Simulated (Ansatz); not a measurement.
CuO:

```
Cu O
1.0
     4.16094    0.00000    0.00000
     0.00000    4.16094    0.00000
     0.00000    0.00000    3.88764
Cu O
3 3
Direct
  0.50000 0.00000 0.50000
  0.00000 0.50000 0.50000
  0.00000 0.00000 0.00000
  0.00000 0.00000 0.50000
  0.50000 0.00000 0.00000
  0.00000 0.50000 0.00000
```

Measurements of this composition are mostly on another form, of space group No. 15.

Base run:

- Program: Ansatz 0.2.0
- Functional: r2SCAN
- Potentials or basis: Ansatz PAW
- Cutoff: 500 eV (not typed: the program's choice for these potentials)
- k mesh: 7 × 7 × 7
- Occupations: fermi-dirac, width 0.05 eV
- Spin: no spin polarisation

Its results: band gap on the k mesh none (metal or under the smearing width); pressure -4.8 GPa.

Task: The run is repeated on the same cell with these changes: functional from r2SCAN to LDA; cutoff from 500 eV (not typed: the program's choice for these potentials) to 420 eV (not typed: the program's choice for these potentials). What comes out?

Result: Band gap on the k mesh none (metal or under the smearing width); pressure -11.5 GPa.

Caveats: an odd number of electrons without spin polarisation forces a metal; a magnetic or distorted state may lie lower; the run has no spin polarisation, though such a crystal can be magnetic; semilocal functionals often make such compounds metallic where correlation or magnetic order opens a gap, which also shifts bond lengths; the PAW data sets come from PBE, with cores solved anew for the run's functional, which leaves a small shift of forces and pressure.
